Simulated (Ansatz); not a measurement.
# SiNi3: band structure with LDA

The system is SiNi3.

```
Ni Si
1.0
     3.54200    0.00000    0.00000
     0.00000    3.54200    0.00000
     0.00000    0.00000    3.54200
Ni Si
3 1
Direct
  0.50000 0.50000 0.00000
  0.50000 0.00000 0.50000
  0.00000 0.50000 0.50000
  0.00000 0.00000 0.00000
```

```yaml
Program: Ansatz 0.2.0
Task: band structure
Functional: LDA
Potentials_or_basis: all-electron LAPW, scalar-relativistic
Cutoff: 283 eV (chosen from the basis error)
Basis_error_allowed: 0.002 eV/atom
k_mesh: 8 × 8 × 8
Occupations: fermi-dirac, width 0.05 eV
Spin: collinear spin, ferromagnetic start
Starting_moments: "[1.0, 1.0, 1.0, 0.0] μB"
```

```yaml
Pressure: -20.2 GPa
Band_gap_along_the_path: none (metal or under the smearing width)
Net_moment: 0.00 μB per cell
Absolute_moment: 0.00 μB per cell
```

Levels at the corners of the path, in eV from the Fermi level:
Spin up:
```tsv
point	band 31	band 32	band 33	band 34	band 35	band 36
Γ	-0.58	-0.27	0.02	0.02	0.02	4.47
X	-1.10	-0.52	0.02	3.51	3.51	4.83
M	-1.07	-0.97	-0.93	0.63	0.63	5.43
Γ	-0.58	-0.27	0.02	0.02	0.02	4.47
R	-1.19	-0.38	-0.20	-0.20	-0.20	1.08
X	-1.10	-0.52	0.02	3.51	3.51	4.83
```
Spin down:
| point | band 31 | band 32 | band 33 | band 34 | band 35 | band 36 |
| --- | --- | --- | --- | --- | --- | --- |
| Γ | -0.58 | -0.27 | 0.02 | 0.02 | 0.02 | 4.47 |
| X | -1.10 | -0.52 | 0.02 | 3.51 | 3.51 | 4.83 |
| M | -1.07 | -0.97 | -0.93 | 0.63 | 0.63 | 5.43 |
| Γ | -0.58 | -0.27 | 0.02 | 0.02 | 0.02 | 4.47 |
| R | -1.19 | -0.38 | -0.20 | -0.20 | -0.20 | 1.08 |
| X | -1.10 | -0.52 | 0.02 | 3.51 | 3.51 | 4.83 |

Run time: 16 s on 4 threads of Intel(R) Xeon(R) Platinum 8488C (Sapphire Rapids) (shared host), peak memory 0.73 GiB.

Caveat: the starting moments weren't kept.
